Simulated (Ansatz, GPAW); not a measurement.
This is a calculation of Ti3Al for GPAW 26.7.0 (ASE script). The cell comes from a database or a generator and needn't be the stable form of this composition.

run.py

```python
from ase import Atoms
from ase.dft.bandgap import bandgap
from ase.io import write
from ase.units import GPa
from gpaw import GPAW, PW, setup_paths

setup_paths.insert(0, '.')

atoms = Atoms(['Ti', 'Ti', 'Ti', 'Al'],
              cell=[[2.9275422229, 0.0, 0.0],
                    [-1.4637711114, 2.5353259357, 0.0],
                    [0.0, 0.0, 9.226362]],
              scaled_positions=[[0.3333333333, 0.6666666667, 0.249406],
                                [0.3333333333, 0.6666666667, 0.750594],
                                [0.6666666667, 0.3333333333, 0.0],
                                [0.6666666667, 0.3333333333, 0.5]],
              pbc=True)

calc = GPAW(mode=PW(600),
            xc='PBEsol',
            kpts={'size': (10, 10, 3), 'gamma': True},
            occupations={'name': 'fermi-dirac', 'width': 0.05},
            nbands=37,
            convergence={'density': 1e-05, 'energy': 1e-05},
            maxiter=150,
            txt='gpaw.txt')
atoms.calc = calc
energy = atoms.get_potential_energy()
forces = atoms.get_forces()
stress = atoms.get_stress()
calc.write('gs.gpw')
write('result.traj', atoms)
print(f'Energy: {energy:.6f} eV')
print('Forces (eV/A):')
print(forces.round(4))
print('Stress (GPa):', (stress / GPa).round(3))
print('Fermi level:', round(calc.get_fermi_level(), 4), 'eV')
print(f'Gap: {bandgap(calc)[0]:.4f} eV, direct: {bandgap(calc, direct=True)[0]:.4f} eV')
```

Potentials or basis: PAW data sets generated in the run's folder for this functional, pw.

Launch:

```bash
$ gpaw-setup -f PBEsol Al Ti
$ OMP_NUM_THREADS=1 python run.py
```

Translate it to Ansatz 0.2.0. Potentials or basis there: Ansatz PAW, cutoff 420 eV.

As run (cutoffs and basis follow the program's own potentials, and thresholds, step limits or extra output files can differ):

The input input.yaml:

```yaml
crystal:
  lattice:
    - [2.9275422229, 0.0, 0.0]
    - [-1.4637711114, 2.5353259357, 0.0]
    - [0.0, 0.0, 9.226362]
  atoms:
    - { symbol: Ti, position: [0.3333333333, 0.6666666667, 0.249406] }
    - { symbol: Ti, position: [0.3333333333, 0.6666666667, 0.750594] }
    - { symbol: Ti, position: [0.6666666667, 0.3333333333, 0.0] }
    - { symbol: Al, position: [0.6666666667, 0.3333333333, 0.5] }
hamiltonian:
  xc: pbesol
  pseudopotentials: { kind: paw }
kpoints:
  mp_grid: { grid: [10, 10, 3] }
scf:
  occupations: { method: fermi_dirac, width: 0.05 }
output:
  forces: true
  stress: true
  eigenvalues: true
  write_density: true
  write_potential: true
  elf: true
  volumetric_format: npy
```

Potentials or basis: Ansatz PAW.

The run is started by

```bash
$ ansatz run input.yaml --threads 1 --pin off --max-ram 3584MiB --backend cpu --events-out ev --progress --plain --runs-dir out
```

Both were run:

|  | GPAW | Ansatz |
| --- | --- | --- |
| Pressure | -3.7 GPa | -3.4 GPa |
| Largest force | 0.076 eV/Å | 0.080 eV/Å |

Ansatz's pressure holds a Pulay term of +0.02 GPa for its cutoff of 420 eV, which the other run lacks.

Ansatz's potentials were made for PBE.

Where Ansatz's input types no cutoff or centring, it takes its own default and a Γ-centred mesh.

Pressure is positive in compression.
